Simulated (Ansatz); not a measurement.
## Li$_{5}$NbO$_{5}$: do energies and stresses tell the same story?

Computed with Ansatz 0.2.0, DFT r2SCAN, scalar-relativistic, plane waves, PAW.

Cutoff 500 eV; k points 6×6×4 on the computed 11-atom cell (Γ-centred); Gaussian smearing, width 0.02 eV; no spin polarisation.

Relaxed cell: C2/m, a = 9.672 Å, b = 4.010 Å, c = 5.788 Å, α = 90.00°, β = 108.78°, γ = 90.00°, 11 atoms in the primitive cell. Whether it is the stable form of this composition wasn't checked.

Energies at zero smearing and pressures from the stress tensor, at volumes with shape and atoms relaxed:
```tsv
V (Å³/atom)	E − E(first) (meV/atom)	P (GPa)
9.081	0.00	7.32
9.371	-9.61	3.39
9.661	-12.62	0.02
9.950	-9.92	-2.94
10.240	-2.29	-5.48
```

Task: Check P = −dE/dV between neighbouring volumes, and get the bulk modulus from the pressures alone.

Result: With 1 eV/Å³ = 160.2 GPa:
| middle V (Å³/atom) | −ΔE/ΔV (GPa) | mean P (GPa) |
| --- | --- | --- |
| 9.226 | 5.314 | 5.353 |
| 9.516 | 1.664 | 1.702 |
| 9.805 | -1.493 | -1.461 |
| 10.095 | -4.220 | -4.207 |

The two differ by 0.04 GPa at most. The mean of two end pressures misses the average over a step by about ΔV² P″/12, up to 0.06 GPa here; with that taken off 0.03 GPa remains, from the finite cutoff, the mesh or the relaxation's tolerance. Around V = 9.661 Å³/atom, the two neighbours give B = −V ΔP/ΔV = 9.661 × 6.33 / 0.580 = 105.4 GPa, against B0 = 104.9 GPa from the Birch–Murnaghan fit of the energies.